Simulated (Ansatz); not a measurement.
# GaAs under strain — field gradients at the nuclei

The cell is a structure deposited in the COD, relaxed with PBE at fixed cell and then changed (z stretched by 1 %, ions relaxed).

```cif
data_structure
_symmetry_space_group_name_H-M 'P 1'
_symmetry_Int_Tables_number 1
_cell_length_a 4.0178
_cell_length_b 4.0178
_cell_length_c 3.9978
_cell_angle_alpha 60.165
_cell_angle_beta 60.165
_cell_angle_gamma 59.670
_cell_volume 45.63
loop_
_atom_site_label
_atom_site_type_symbol
_atom_site_fract_x
_atom_site_fract_y
_atom_site_fract_z
_atom_site_occupancy
Ga1 Ga 0.00000 0.00000 0.00000 1
As2 As 0.25000 0.25000 0.25000 1
```

Atoms are numbered from 1 in the order listed; like atoms form one site, named after its first atom.

Computed with Ansatz: DFT, PBE, plane waves and PAW, scalar-relativistic, 420 eV cutoff, Γ-centred 13×13×13 k-points, Fermi–Dirac smearing 0.02 eV.

V_zz is the principal component of the electric field gradient with the largest magnitude, η = (V_xx − V_yy)/V_zz and C_Q = eQV_zz/h. ν_Q = 3|C_Q|/[2I(2I − 1)].

⁶⁹Ga: I = 3/2, Q = 171.0 mb; As-75: I = 3/2, Q = 311.0 mb. Nuclear quadrupole moments: year-2017 set (Pyykkö).

| site | atoms (order as listed) | first shell | C_Q (MHz) | η | ν_Q (MHz) |
| --- | --- | --- | --- | --- | --- |
| Ga | 1 | 4 As at 2.46 Å | -0.754 | 0.00 | 0.377 |
| As | 2 | 4 Ga at 2.46 Å | 1.95 | 0.00 | 0.975 |

An axis of threefold or higher order runs through Ga and As, so V_zz lies along it and η is zero.

With a gap of 0.4 eV on this mesh, the gradients can still move by some per cent as the k-mesh gets denser.

The relaxation (1 step) took 13 s of wall time (13 s of CPU time) and 0.58 GiB at its peak, on 1 thread of AMD EPYC 9R14 (Zen 4) (x86_64; 16 cores open to the job, memory cap 3.0 GiB, no GPU), a shared host with a load of 0.4 a core.
